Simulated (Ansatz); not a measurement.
**Co under changes of volume**

One of the cells (10.688 Å³/atom); the others are scaled copies at fixed shape and fractional positions:

```
CELL_PARAMETERS angstrom
2.47056 0.00000 0.00000
-1.23528 2.13957 0.00000
0.00000 0.00000 8.08823
ATOMIC_POSITIONS crystal
Co 0.66667 0.33333 0.75000
Co 0.00000 0.00000 0.50000
Co 0.33333 0.66667 0.25000
Co 0.00000 0.00000 0.00000
```

| Item | Value |
| --- | --- |
| Program | Ansatz 0.2.0 |
| Functional | BLYP |
| Potentials or basis | Ansatz PAW |
| Cutoff | 420 eV (not typed: the program's choice for these potentials) |
| k mesh | 12 × 12 × 4 |
| Occupations | fermi-dirac, width 0.05 eV |
| Spin | collinear spin, ferromagnetic start |
| Starting moments | [2.0, 2.0, 2.0, 2.0] μB |

```csv
volume (Å³/atom),energy over the lowest point (meV/atom),pressure (GPa),moment (μB per cell)
10.047,116.31,30.8,6.11
10.261,79.72,24.5,6.21
10.475,?,?,?
10.688,29.25,13.9,6.45
10.902,13.78,9.3,6.54
11.116,4.21,5.1,6.61
11.330,0.00,1.3,6.67
```

Question: What does the run at 10.475 Å³/atom give?

Answer: Energy over the lowest point 51.04 meV/atom; pressure 18.9 GPa; moment 6.33 μB per cell.

Worked out: A Birch-Murnaghan fit of order 3 (a polynomial in V^(-2/3)) to the other rows has its minimum at 11.41 Å³/atom, just outside them, with B0 = V·E''(V) = 188 GPa and B' = 3.9 at fixed shape and positions, which overstates the stiffness. It gives 50.92 meV/atom at 10.475 Å³/atom, against the run's 51.04, and -dE/dV = 18.9 GPa, against 18.9. A parabola through the other rows of the moment, of slope 0.508 μB per Å³/atom there, gives 6.34 μB, against the run's 6.33.

Energies are extrapolated to zero smearing.

Caveats: the PAW data sets come from PBE, with cores solved anew for the run's functional, which leaves a small shift of forces and pressure.
